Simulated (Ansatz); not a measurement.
# Te2Pt (Moncheite) under changes of volume

One of the cells (24.143 Å³/atom); the others are scaled copies at fixed shape and fractional positions:

```
Pt Te
1.0
     4.01000    0.00000    0.00000
    -2.00500    3.47276    0.00000
     0.00000    0.00000    5.20100
Pt Te
1 2
Direct
  0.00000 0.00000 0.00000
  0.66667 0.33333 0.75000
  0.33333 0.66667 0.25000
```

```yaml
Program: Ansatz 0.2.0
Functional: PBE
Potentials_or_basis: Ansatz PAW
Cutoff: "420 eV (not typed: the program's choice for these potentials)"
k_mesh: 8 × 8 × 5
Occupations: fermi-dirac, width 0.05 eV
Spin: no spin polarisation
```

```tsv
volume (Å³/atom)	energy over the lowest point (meV/atom)	pressure (GPa)	largest force (eV/Å)
22.694	?	?	?
23.177	115.78	14.6	1.538
23.660	76.44	11.5	1.254
24.143	46.09	8.7	0.994
24.626	23.78	6.1	0.756
25.108	8.67	3.9	0.537
25.591	0.00	1.9	0.336
```

What does the run at 22.694 Å³/atom give?

Energy over the lowest point 165.15 meV/atom; pressure 18.2 GPa; largest force 1.848 eV/Å.

Worked out: A Birch-Murnaghan fit of order 3 (a polynomial in V^(-2/3)) to the other rows has its minimum at 26.09 Å³/atom, just outside them, with B0 = V·E''(V) = 92 GPa and B' = 4.9 at fixed shape and positions, which overstates the stiffness. It gives 165.15 meV/atom at 22.694 Å³/atom, against the run's 165.15, and -dE/dV = 18.2 GPa, against 18.2.

Energies are extrapolated to zero smearing.

Caveats: forces of over 1 eV/Å show positions far from the minimum, so gaps and moduli don't describe the material at rest (some runs).
